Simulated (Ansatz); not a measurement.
Comparing deformations in Al2Cu

The calculation used DFT PBE, scalar-relativistic, plane waves, PAW in Ansatz 0.2.0. Settings: plane waves to 420 eV, k-mesh 12×12×12 (Γ-centred), Gaussian smearing 0.15 eV. No spin polarisation. Energies are free energies at this smearing, counted from the undisturbed cell; pressure is positive in compression.

Reference structure (relaxed at this level; with this scan's settings it stands at 0.1 GPa; it needn't be the usual structure):

```xyz
6
Lattice="-3.0262 3.0262 2.4416 3.0262 -3.0262 2.4416 3.0262 3.0262 -2.4416" Properties=species:S:1:pos:R:3 pbc="T T T"
Al    3.9868    0.9606    0.0000
Al    2.0655    0.9606    2.4416
Al   -0.9606    2.0655    2.4416
Al    0.9606    2.0655    0.0000
Cu    0.0000    0.0000    3.6624
Cu    0.0000    0.0000    1.2208
```

The cell is strained by ε times a Voigt pattern (xx, yy, zz, yz, xz, xy; engineering shear) with fractional coordinates fixed. τ = (1/V0) dE/dε comes from the stress tensor. Of each scan, only the three points used here are listed.

| pattern | ε | τ (GPa) |
| --- | --- | --- |
| (0, 1, 0, 0, 0, 0) | -0.0200 | -4.00 |
| (0, 1, 0, 0, 0, 0) | 0.0000 | -0.17 |
| (0, 1, 0, 0, 0, 0) | 0.0100 | 1.59 |
| (1, 1, 0, 0, 0, 0) | -0.0150 | -8.14 |
| (1, 1, 0, 0, 0, 0) | 0.0000 | -0.34 |
| (1, 1, 0, 0, 0, 0) | 0.0150 | 6.51 |
| (0, 0, 1, 0, 0, 0) | -0.0150 | -2.70 |
| (0, 0, 1, 0, 0, 0) | 0.0000 | 0.11 |
| (0, 0, 1, 0, 0, 0) | 0.0150 | 2.57 |

Question: Which constants do the scans give, and which deformation costs least for the same size of strain tensor?

Answer: The slope dτ/dε at zero (parabola through three points) is pᵀCp: (0, 1, 0, 0, 0, 0) gives C22 = 181 GPa; (1, 1, 0, 0, 0, 0) gives C11 + C22 + 2 C12 = 488 GPa; (0, 0, 1, 0, 0, 0) gives C33 = 176 GPa. The size of the strain tensor, ε:ε, is ε² times 1.0, 2.0, 1.0. Per unit of it the stiffnesses are 181, 244, 176 GPa, so (0, 0, 1, 0, 0, 0) is the softest of these: at ε:ε = (1 %)² the quadratic term costs 0.82 meV/atom against 1.14 for the stiffest. These are clamped-ion values.

Forces appear on the atoms along this scan, and letting them relax would lower the energy and soften the response. In a metal these slopes depend on the k mesh and the smearing.